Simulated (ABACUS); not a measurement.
TePb:

```
Pb Te
1.0
     0.00000    3.23100    3.23100
     3.23100    0.00000    3.23100
     3.23100    3.23100    0.00000
Pb Te
1 1
Direct
  0.00000 0.00000 0.00000
  0.50000 0.50000 0.50000
```

```yaml
Program: ABACUS 3.10.1
Task: relaxation of cell and atoms
Functional: B86bPBE
Potentials_or_basis: GBRV ultrasoft 1.5 PBE
Cutoff: 544 eV
Density_cutoff: 4354 eV
Basis: plane waves
k_mesh: 6 × 6 × 6
Occupations: fermi-dirac, width 0.05 eV
Spin: no spin polarisation
```

At the start: pressure 2.4 GPa; volume 33.73 Å³/atom.

Question: Where does the relaxation end?

Answer: Over 3 steps the energy falls by 14.2 meV/atom and the volume is 35.69 Å³/atom (+5.8 %); space group Fm-3m (No. 225, to 0.05 Å).

The path:
```tsv
step	energy change (eV)	largest force (eV/Å)	pressure (GPa)	volume (Å³)
1	0.0000	0.0000	2.44	67.46
2	-0.0252	0.0000	-0.71	72.79
3	-0.0283	0.0000	0.01	71.37
```

Final structure:
```
CELL_PARAMETERS angstrom
0.00000 3.29233 3.29233
3.29233 0.00000 3.29233
3.29233 3.29233 0.00000
ATOMIC_POSITIONS crystal
Pb 0.00000 0.00000 0.00000
Te 0.50000 0.50000 0.50000
```

Caveat: the potentials were made for another functional, which shifts forces and pressure.
